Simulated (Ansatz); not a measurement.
Geometry optimisation, Ansatz 0.2.0, DFT LDA, scalar-relativistic, plane waves, PAW.

Input:

```yaml
crystal:
  lattice:
    - [-3.975572, -2.295298, 5.233085]
    - [3.975572, -2.295298, 5.233085]
    - [0.0, 4.590595, 5.233085]
  atoms:
    - { symbol: Si, position: [0.0238727, 0.4641772, 0.2558045] }
    - { symbol: Si, position: [0.2530557, 0.0332037, 0.45917] }
    - { symbol: Si, position: [0.4656876, 0.2477302, 0.034616] }
    - { symbol: O, position: [0.4454942, 0.0619885, 0.2467363] }
    - { symbol: O, position: [0.2559577, 0.4343478, 0.0566607] }
    - { symbol: O, position: [0.0566062, 0.2624939, 0.4416596] }
    - { symbol: O, position: [0.495282, 0.169066, 0.8430427] }
    - { symbol: O, position: [0.8398582, 0.5043968, 0.1722949] }
    - { symbol: Si, position: [0.5343377, 0.9615928, 0.7475975] }
    - { symbol: Si, position: [0.7537029, 0.5288065, 0.9693826] }
    - { symbol: Si, position: [0.9599911, 0.7500744, 0.5375613] }
    - { symbol: O, position: [0.9405403, 0.5611295, 0.7529518] }
    - { symbol: O, position: [0.7395611, 0.944015, 0.5617501] }
    - { symbol: O, position: [0.5638767, 0.7452001, 0.936925] }
    - { symbol: O, position: [-0.0013076, 0.6669897, 0.3316787], spin: 1.0 }
    - { symbol: O, position: [0.3323831, 0.0018106, 0.665363] }
    - { symbol: O, position: [0.6567802, 0.3329451, 0.0060758] }
magnetization:
  spin_polarized: true
total_charge: -1
basis:
  ecutwfc: 420.0
kpoints:
  mp_grid: { grid: [2, 2, 2] }
hamiltonian:
  xc: lda
  pseudopotentials: { kind: paw, azcp: { folder: soft_1 } }
scf:
  occupations: { method: fermi_dirac, width: 0.05 }
  lower_state_search: "off"
relax:
  f_tol: 0.03
  max_steps: 60
  adjacent_minimum: "off"
output:
  write_density: true
  write_potential: true
  elf: true
  volumetric_format: npy
```

Launched with:

```bash
$ ansatz run input.yaml --threads 2 --pin off --max-ram 5120MiB --backend cpu --events-out ev --progress --plain --runs-dir out
```

Task: Where does it end, and by what steps?

Result: The forces met the threshold. Limits of this set-up: coarse k mesh, PAW files made for another functional, charged cell in a uniform background, uncorrected. After 11 steps the energy has fallen by 1.596 eV; O6 moved furthest, 0.32 Å.

| step | energy less start (eV) | largest force component (eV/Å) | accepted |
| --- | --- | --- | --- |
| 0 | 0.0000 | 5.871 | yes |
| 1 | -1.0073 | 3.258 | yes |
| 2 | -1.4735 | 0.284 | yes |
| 3 | -1.4852 | 0.150 | yes |
| 4 | -1.5420 | 0.280 | yes |
| 5 | -1.5630 | 0.229 | yes |
| 6 | -1.5768 | 0.191 | yes |
| 7 | -1.5855 | 0.206 | yes |
| 8 | -1.5927 | 0.075 | yes |
| 9 | -1.5938 | 0.078 | yes |
| 10 | -1.5953 | 0.042 | yes |
| 11 | -1.5959 | 0.023 | yes |

```xyz
17
Lattice="-3.9756 -2.2953 5.2331 3.9756 -2.2953 5.2331 0.0000 4.5906 5.2331" Properties=species:S:1:pos:R:3
Si 1.638 0.091 3.877
Si -1.044 1.607 3.799
Si -0.876 -1.463 3.972
O -1.550 0.002 3.996
O 0.737 -1.269 3.929
O 0.628 1.337 3.723
O -1.374 2.294 7.920
O -1.343 -2.300 7.834
Si 1.786 -0.001 11.754
Si -0.815 1.420 11.817
Si -0.780 -1.628 11.864
O -1.415 -0.072 11.940
O 0.839 -1.306 11.632
O 0.808 1.311 11.789
O 2.569 0.158 5.185
O -1.105 2.311 5.335
O -1.269 -2.370 5.254
```

Whether the end is a true minimum wasn't checked by a vibrational analysis.

The run took 3.7 min on 2 threads of Arm Neoverse V1, with other jobs on the host, peak memory 0.64 GiB.
